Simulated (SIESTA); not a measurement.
## In under changes of volume

One of the cells (26.540 Å³/atom); the others are scaled copies at fixed shape and fractional positions:

```
In
1.0
     3.33548    0.00000    0.00000
    -1.66774    2.88861    0.00000
     0.00000    0.00000    5.50914
In
2
Direct
  0.66667 0.33333 0.75000
  0.33333 0.66667 0.25000
```

This isn't the form of In at room conditions, which is tetragonal.

| Quantity | Value |
| --- | --- |
| Program | SIESTA 5.4.2 |
| Functional | LDA |
| Potentials or basis | PseudoDojo 0.4 standard (LDA files) |
| Basis | DZP (energy shift 0.003 Ry; two zetas on semicore shells) |
| Grid cutoff | 500 Ry |
| Energy shift | 0.003 Ry |
| k mesh | 9 × 9 × 5 |
| Occupations | fermi-dirac, width 0.05 eV |
| Spin | no spin polarisation |

```csv
volume (Å³/atom),energy over the lowest point (meV/atom),pressure (GPa)
24.948,0.00,0.0
25.478,1.91,-1.0
26.009,6.94,-1.8
26.540,14.52,-2.5
27.071,24.15,-3.1
27.602,35.51,-3.6
28.133,?,?
```

Problem. What does the run at 28.133 Å³/atom give?

Solution. Energy over the lowest point 48.54 meV/atom; pressure -4.1 GPa.

Worked out: A Birch-Murnaghan fit of order 3 (a polynomial in V^(-2/3)) to the other rows has its minimum at 24.92 Å³/atom, just outside them, with B0 = V·E''(V) = 53 GPa (rough, since the energies scatter) at fixed shape and positions, which overstates the stiffness. It gives 48.19 meV/atom at 28.133 Å³/atom, against the run's 48.54, and -dE/dV = -4.0 GPa, against -4.1.

Energies are extrapolated to zero smearing.

Caveats: the basis of atomic orbitals isn't converged, which shifts pressures, moduli and gaps.
